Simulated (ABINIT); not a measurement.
The system is BN.

```
N B
1.0
     2.55394    0.00000    0.00000
    -1.27697    2.21178    0.00000
     0.00000    0.00000    4.22685
N B
2 2
Direct
  0.33333 0.66667 0.12528
  0.66667 0.33333 0.62528
  0.33333 0.66667 0.49972
  0.66667 0.33333 0.99972
```

Measurements of this composition are mostly on another form, of space group No. 194.

Program: ABINIT 10.8.3 (patched build). Alike in all runs: task band structure; no spin polarisation; cell as given; k mesh 12 × 12 × 6; smearing fermi-dirac 0.05 eV.

Q: Order these runs on this cell by their pressure, lowest first.
A. level LDA; potentials or basis JTH PAW LDA v2.0; cutoff (eV) 707; fine-grid cutoff 1306.15 eV
B. level PBEsol; potentials or basis JTH PAW PBE v2.0; cutoff (eV) 707; fine-grid cutoff 1306.15 eV
C. level r2SCAN; potentials or basis JTH PAW PBE v2.0; cutoff (eV) 844; fine-grid cutoff 1442.2 eV

A: A (-13.9 GPa), B (-5.7 GPa), C (-2.3 GPa).

Caveats: the PAW data sets were made with another functional, which shifts forces and pressure a little (some runs).
